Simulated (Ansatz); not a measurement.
# KBr (Fm-3m): spin-orbit coupling beyond the local functionals

How far does spin-orbit coupling move the gap of KBr (Fm-3m)?

Method: density functionals with and without spin-orbit coupling, plane waves, PAW, in Ansatz 0.2.0.

## (1) The starting structure

The structure is cubic, space group Fm-3m (No. 225). The conventional cell has a = 6.600 Å, b = 6.600 Å, c = 6.600 Å, α = 90.00°, β = 90.00°, γ = 90.00°. Nearest to K lie 6 Br at 3.30 Å. Nearest to Br lie 6 K at 3.30 Å. Farther neighbours and most contacts between anions are not listed.

Coordinates:

```cif
data_structure
_symmetry_space_group_name_H-M 'Fm-3m'
_symmetry_Int_Tables_number 225
_cell_length_a 6.6000
_cell_length_b 6.6000
_cell_length_c 6.6000
_cell_angle_alpha 90.000
_cell_angle_beta 90.000
_cell_angle_gamma 90.000
_cell_volume 287.50
loop_
_atom_site_label
_atom_site_type_symbol
_atom_site_symmetry_multiplicity
_atom_site_Wyckoff_symbol
_atom_site_fract_x
_atom_site_fract_y
_atom_site_fract_z
_atom_site_occupancy
K1 K 4 a 0.00000 0.00000 0.00000 1
Br1 Br 4 b 0.50000 0.00000 0.00000 1
```

The cell and positions come from the Crystallography Open Database and are kept as given unless a step says otherwise. The default PAW set here is soft_2. Its files were made with PBE.

## (2) HSE06, 4×4×4 mesh

This step: DFT, HSE06, plane waves, PAW.

File input.yaml:

```yaml
crystal:
  lattice:
    - [0.0, 3.3, 3.3]
    - [3.3, 0.0, 3.3]
    - [3.3, 3.3, 0.0]
  atoms:
    - { symbol: K, position: [0.0, 0.0, 0.0] }
    - { symbol: Br, position: [0.5, 0.5, 0.5] }
kpoints:
  mp_grid: { grid: [4, 4, 4] }
  band_path:
    path:
      - [0.0, 0.0, 0.0]
      - [0.5, 0.0, 0.5]
      - [0.625, 0.25, 0.625]
      - [0.375, 0.375, 0.75]
      - [0.5, 0.5, 0.5]
      - [0.5, 0.25, 0.75]
    npoints: 1
hamiltonian:
  xc: hse06
scf:
  occupations: { method: fixed }
  n_extra_bands: 4
output:
  eigenvalues: true
```

On the command line:

```console
$ ansatz run input.yaml --threads 3 --pin off --max-ram 92160MiB --backend cuda --events-out ev --progress --plain --runs-dir out --devices 1 --max-vram 13GiB
```

Numbers of over 12 decimals in the logs are rounded to 6 here.

Output:

```text
scf.n_extra_bands = 4 over 8 filled bands (N_el = 16.0): the run solves 12 bands
GPUs: using 1 of 1 available (devices: 1).
Engine: ansatz 0.2.0, x86_64-unknown-linux-gnu
Pseudopotentials: kind: paw
Pseudopotential: K, paw, valence charge 9, recommended cutoff 420 eV (normal), K.paw.azcp
Pseudopotential: Br, paw, valence charge 7, recommended cutoff 420 eV (normal), Br.paw.azcp
Functional definition: HSE06
  parameter a = 0.25
  parameter omega = 0.11/bohr
  exchange = pbe_x - a*pbe_x_sr(omega) + a*exact_x_sr(omega)
  correlation = pbe_c
davidson cushion auto → on  (no smearing: the cushion is to keep the highest requested band from converging to the state above it; pin scf.eigensolver.cushion to override)
device memory: the entry about to start is reckoned to put 0.9 GiB on a device that reports 47.7 GiB free (of which the cap on the GPU budget leaves the run 13.0 GiB)
GPU FFT provider: cuFFT
GPU libraries: cuBLAS 13.8.2, cuFFT 12.4.0, cuSOLVER 12.3.4
Crystal: 2 atoms, lattice volume = 71.874 Å³
Basis set: ecut = 420 eV, 1411 PW (Γ)
Bands: 12, of which v1, the nominal top of the filled ones, is band 8 counted from 1 (7 counted from 0)
Symmetry: 48 space group operations
Space group: Fm-3m (ITA 225), of the structure as read, at distance tolerance 4.2e-5 Å
k-points: 8 of 64
Non-local potential: K, projectors of the file, l = 0: 3, l = 1: 2, l = 2: 2
Non-local potential: Br, projectors of the file, l = 0: 2, l = 1: 2, l = 2: 2
PAW form: soft (Blöchl's): semilocal exchange-correlation on the pseudo side does not see the compensation charge
PAW frozen core: K, regenerated for the run's functional, and the local potential with it (the file was generated under x = pbe(κ = 0.804, μ = 0.219515), c = pbe(β = 0.066725))
PAW frozen core: Br, regenerated for the run's functional, and the local potential with it (the file was generated under x = pbe(κ = 0.804, μ = 0.219515), c = pbe(β = 0.066725))
PAW one-centre angular grid: K, 110 points (default); XC on 64 Gauss nodes
PAW one-centre angular grid: Br, 110 points (default); XC on 64 Gauss nodes
Initial density: superposition of atomic densities (neutral atoms: chi_scale 0, normalization atom), corrected by the library's trained network
Initial wavefunctions: pseudopotential atomic-orbital guess
GPU buffer pool allocated for 32768 grid points (all kernels)
GPU transforms: local potential and band sums: pruned to the plane-wave sphere, on 32×32×32
Functional: x = pbe(κ = 0.804, μ = 0.219515), c = pbe(β = 0.066725), warm-up for x = pbe(κ = 0.804, μ = 0.219515) + 0.25 (exact − pbe) at short range (hse, ω = 0.207870 Å⁻¹), c = pbe(β = 0.066725); HSE06 as pw.x's `hse` composes it (authors' and Libxc's form: `xc: wpbeh`)
[...]
Exchange kernel: α = 0.2500, screened, ω = 0.2079 Å⁻¹, Wigner–Seitz truncation, v(0) = 1041.2071 eV·Å³, q-mesh 4×4×4, nearest image of the exchange supercell L = 18.67 Å, pair-density grid 18×18×18, without the augmentation charges, whose exchange is taken in its separable form by FFT convolution over the k-point mesh (sized by the pseudopotential files, 27×27×27 at the most), smooth part of the exact exchange by density-matrix convolution in up to 1.31 GiB of GPU memory as planned if the GPU has room (build and FFT work areas not counted)
Frozen-core exchange: fock
SCF iter   1: F=—  HF=-4327.403764 eV  |F-HF|=—  |Δ(HF+E_count)|=         —  Δρ=3.28e-5  dr2=2.36e-7  ethr=3.10e-7  ⟨swp⟩=3.4  Hψ=294  notcnv=0
preconditioner: auto → none  [insulator: Δε(μ)=5.603 eV  Ē_g=16.631 eV  n_scr=14 (ndim 8)  ℏωp=16.4 eV  f_vac=0.078]
SCF iter   2: F=-4327.403764 eV  HF=-4327.403764 eV  |F-HF|=7.91e-9  |Δ(HF+E_count)|=   3.71e-8  Δρ=1.33e-5  dr2=3.24e-8  ethr=1.12e-9  ⟨swp⟩=4.4  Hψ=302  notcnv=0  defer=1
SCF 3 converged in 2 iterations: F = -4327.403764 eV  dr2 = 3.24e-8
hybrid outer 2: dexx = +1.443e-7 eV, tail = 7.67e-8 eV, Δε = 1.57e-3 eV (about 1.29e-4 eV left of the loop's levels)
the search or the solves at the SCF's close seem to have found levels that the self-consistency loop had missed (the run counts 2). By its estimate they hold under 1e-12 electrons; where the run keeps them, the occupations were computed again with them
device memory: the entry about to start is reckoned to put 0.3 GiB on a device that reports 40.9 GiB free (of which the cap on the GPU budget leaves the run 13.0 GiB)
NSCF: frozen V_eff on 6 k-points
hybrid SCF converged: 2 outer / 7 inner (+2 warm-up), last move |dexx| = 1.44e-7 eV, tail = 7.67e-8 eV
Stability not checked: this state was not tested for a lower state beside it, because the functional holds exact exchange (a hybrid, or Hartree-Fock), whose exchange loop this test does not read (fock_operator; see scf.lower_state_search)
Free energy (F): -4327.403765 eV
Frozen-core exchange: fock
Harris-Foulkes:  -4327.403765 eV  (|F-HF|=7.91e-9)
Internal energy: -4327.403765 eV  (E = F + TS)
E sigma→0 (E₀):  -4327.403765 eV
Fermi energy:    0.209230 eV
--- Per-component energies (eV) ---
  E_band       = -158.637862
  E_kinetic    = 388.284905
  E_local      = -838.058528  (includes V_loc(G=0)·N_el)
  E_nonlocal   = 82.537788
  E_hartree    = 272.040019
  E_xc         = -316.987755
  E_vxc        = -214.759143  (∫ρ·V_xc dr)
  E_exx        = -37.397594  (= α·E_x^exact, valence–valence)
  E_paw        = -3077.332404  (= ΣΔE_a)
  E_vpaw       = -45.928706  (= ΣTr[D̂ρ^β])
  E_aug_tail   = -0.000004  (compensation charges beyond the density's cutoff)
  E_ewald      = -799.985846
  E_core_change = -0.504345  (= ΣΔE_core)
  E_smearing   = -0.000000  (= −TS)
  E_closure    = 0.000000  (closes the sum)
  Σ components = -4327.403765   (vs F -4327.403765, Δ=0.00e0)
--- Band table (eV; the first three rows and the last of 8) ---
  k-point 0: bands = [... 4 lower, -11.8586, 0.2092, 0.2092, 0.2092, 5.8117, 9.1718, 9.1718, 9.1718]
  k-point 1: bands = [... 4 lower, -11.7213, -0.4803, 0.0302, 0.0302, 7.0824, 8.9845, 9.9174, 9.9174]
  k-point 2: bands = [... 4 lower, -11.5970, -1.0246, -0.1366, -0.1366, 7.9543, 9.7988, 11.5805, 11.5805]
  k-point 7: bands = [... 4 lower, -11.7583, -0.4135, -0.4135, -0.3523, 8.8556, 8.8556, 9.7999, 10.7334]
```

It took 20 s on 1 × NVIDIA H100 80GB HBM3 (shared by 6 runs) with 3 threads of AMD EPYC 7R13 (Zen 3), shared host; peak memory 1 GiB.

Numbers from this step:

| Item | Value |
| --- | --- |
| gap | 5.603 eV |
| valence top at | Γ |
| conduction bottom at | Γ |
| least direct gap | 5.603 eV |
| exact-exchange fraction | 0.25 |

The gap is direct, at Γ.

## (3) HSE06+SOC, 4×4×4 mesh

The many-body steps leave out spin-orbit coupling, so its effect is taken from a two-component run, with twice the bands.

This step: DFT, HSE06 with spin-orbit coupling, plane waves, PAW.

Edit input.yaml of step 2 so:

```diff
@@ -23,3 +23,6 @@
   occupations: { method: fixed }
-  n_extra_bands: 4
+  n_extra_bands: 8
+magnetization:
+  noncollinear: true
+  spin_orbit: true
 output:
```

Output:

```text
[...]
GPUs: using 1 of 1 available (devices: 1).
[...]
non-collinear run that drives no moment, with spin-orbit: no starting moment large enough to seed its density (crystal.atoms[].spin), no starting occupations that ask for one, no magnetisation constraint and no magnetic field, so the semilocal B_xc is pinned to zero
[...]
GPU FFT provider: cuFFT
GPU libraries: cuBLAS 13.8.2, cuFFT 12.4.0, cuSOLVER 12.3.4
Crystal: 2 atoms, lattice volume = 71.874 Å³
Basis set: ecut = 420 eV, 1411 PW (Γ)
Bands: 24, of which v1, the nominal top of the filled ones, is band 16 counted from 1 (15 counted from 0)
Symmetry: 48 space group operations + 48 with time reversal
[...]
k-points: 8 of 64
Projection manifold: j_resolved (fully-relativistic pseudo-atomic orbitals)
[...]
GPU buffer pool allocated for 32768 grid points (all kernels)
[...]
SCF iter   1: F=—  HF=-4325.501669 eV  |F-HF|=—  |Δ(HF+E_count)|=         —  Δρ=3.45e-2  dr2=1.45e0  dr2_m=0.00e0 (ungated)  ethr=1.00e-1  |M|=0.00e0 ∫|m|=0.00e0 μB  |m|>n=0.0e0 m-floor=0.0e0 τ_xc=0.0e0  β_m=0.30  ⟨swp⟩=7.5  Hψ=763  notcnv=0
[...]
SCF iter   4: F=-4324.873367 eV  HF=-4324.872274 eV  |F-HF|=1.09e-3  |Δ(HF+E_count)|=   4.13e-3  Δρ=1.31e-3  dr2=1.68e-3  dr2_m=0.00e0 (ungated)  ethr=9.48e-5  |M|=0.00e0 ∫|m|=0.00e0 μB  |m|>n=0.0e0 m-floor=0.0e0 τ_xc=0.0e0  ⟨swp⟩=3.4  Hψ=495  notcnv=0  defer=1
SCF 1 stopped early in 4 iterations: F = -4324.873367 eV  dr2 = 1.68e-3
[...]
GPU FFT provider: cuFFT
GPU libraries: cuBLAS 13.8.2, cuFFT 12.4.0, cuSOLVER 12.3.4
Projection manifold: j_resolved (fully-relativistic pseudo-atomic orbitals)
[...]
GPU buffer pool allocated for 32768 grid points (all kernels)
[...]
Frozen-core exchange: fock
SCF iter   1: F=—  HF=-4326.593898 eV  |F-HF|=—  |Δ(HF+E_count)|=         —  Δρ=3.55e-3  dr2=9.01e-3  dr2_m=0.00e0 (ungated)  ethr=1.05e-4  |M|=0.00e0 ∫|m|=0.00e0 μB  |m|>n=0.0e0 m-floor=0.0e0 τ_xc=0.0e0  β_m=0.30  ⟨swp⟩=6.0  Hψ=810  notcnv=0
[...]
SCF iter   6: F=-4326.595646 eV  HF=-4326.595647 eV  |F-HF|=8.75e-7  |Δ(HF+E_count)|=   2.69e-5  Δρ=4.06e-5  dr2=1.22e-6  dr2_m=0.00e0 (ungated)  ethr=3.99e-9  |M|=0.00e0 ∫|m|=0.00e0 μB  |m|>n=0.0e0 m-floor=0.0e0 τ_xc=0.0e0  ⟨swp⟩=6.5  Hψ=831  notcnv=0  defer=14
SCF 2 stopped early in 6 iterations: F = -4326.595646 eV  dr2 = 1.22e-6
[...]
hybrid outer 1: dexx = +2.440e-3 eV, tail = 1.09e-5 eV
GPU FFT provider: cuFFT
GPU libraries: cuBLAS 13.8.2, cuFFT 12.4.0, cuSOLVER 12.3.4
Projection manifold: j_resolved (fully-relativistic pseudo-atomic orbitals)
GPU buffer pool allocated for 32768 grid points (all kernels)
[...]
Frozen-core exchange: fock
SCF iter   1: F=—  HF=-4326.595906 eV  |F-HF|=—  |Δ(HF+E_count)|=         —  Δρ=4.66e-5  dr2=6.05e-7  dr2_m=0.00e0 (ungated)  ethr=3.40e-7  |M|=0.00e0 ∫|m|=0.00e0 μB  |m|>n=0.0e0 m-floor=0.0e0 τ_xc=0.0e0  β_m=0.30  ⟨swp⟩=3.6  Hψ=573  notcnv=0
[...]
SCF iter   3: F=-4326.595906 eV  HF=-4326.595906 eV  |F-HF|=1.14e-8  |Δ(HF+E_count)|=   2.29e-9  Δρ=3.69e-6  dr2=2.41e-8  dr2_m=0.00e0 (ungated)  ethr=6.32e-10  |M|=0.00e0 ∫|m|=0.00e0 μB  |m|>n=0.0e0 m-floor=0.0e0 τ_xc=0.0e0  ⟨swp⟩=3.2  Hψ=531  notcnv=0
SCF 3 converged in 3 iterations: F = -4326.595906 eV  dr2 = 2.41e-8
[...]
NSCF: frozen V_eff on 6 k-points
[...]
Magnetization: |M| = 0.0000 μB,  M = (+0.0000, +0.0000, +0.0000) μB
Absolute magnetization: 0.0000 μB (∫|m|)
  site 0: m = (+0.0000, +0.0000, +0.0000) μB, |m| = 0.0000 μB  (R = 1.36 Å)
  site 1: m = (+0.0000, +0.0000, +0.0000) μB, |m| = 0.0000 μB  (R = 1.36 Å)
Free energy (F): -4326.595906 eV
Frozen-core exchange: fock
[...]
Internal energy: -4326.595906 eV  (E = F + TS)
E sigma→0 (E₀):  -4326.595906 eV
Fermi energy:    0.380836 eV
[...]
--- Band table (eV; the first three rows and the last of 8) ---
  k-point 0: bands = [... 12 lower, 0.3808, 0.3808, 0.3808, 0.3808, 5.8112, 5.8112, 9.1711, 9.1711, ... 4 higher]
  k-point 1: bands = [... 12 lower, -0.0344, -0.0344, 0.1945, 0.1945, 7.0821, 7.0821, 8.9836, 8.9836, ... 4 higher]
  k-point 2: bands = [... 12 lower, -0.2508, -0.2508, 0.0214, 0.0214, 7.9537, 7.9537, 9.7960, 9.7960, ... 4 higher]
  k-point 7: bands = [... 12 lower, -0.2737, -0.2737, -0.2225, -0.2225, 8.8285, 8.8285, 8.8800, 8.8800, ... 4 higher]
```

The job ended after 20 s (1 × NVIDIA H100 80GB HBM3 (shared by 6 runs) with 3 threads; peak memory 1.1 GiB).

This step gave:

| Property | Result |
| --- | --- |
| gap | 5.430 eV |
| valence top at | Γ |
| conduction bottom at | Γ |
| least direct gap | 5.430 eV |
| exact-exchange fraction | 0.25 |

The gap stands −0.17 eV against HSE06.

## (4) Together

Times are wall times on 1 × NVIDIA H100 80GB HBM3 (shared by 6 runs) with 3 threads of AMD EPYC 7R13 (Zen 3), shared host, good to a factor of about two.

```
level  gap (eV)  with coupling (eV)  change (eV)  time  with coupling
HSE06      5.60                5.43        −0.17  20 s           20 s
```

## (5) Summary of results

- HSE06: 5.60 eV
- HSE06+SOC: 5.43 eV

**Reading.** Spin-orbit coupling changes the gap by −0.17 eV and the least direct gap by −0.17 eV.

[Paths, hosts, dates, memory and timing lines, banners, echoed tables and standing remarks are left out of the program output.]

[Logs are printed without paths, hosts, clocks, repeated set-up lines and the standing remarks that a program may print on its own settings, such as how far it seeks lower states.]

[Runs of the session that timed out or met a known fault of the program may be left out.]

[Cells called generated may have been cut or substituted from an entry of the Crystallography Open Database or the Materials Project.]

[Hosts, paths, dates, database ids (printed as entryN), source tags and the programs' standing remarks are cut or masked in the printed files.]
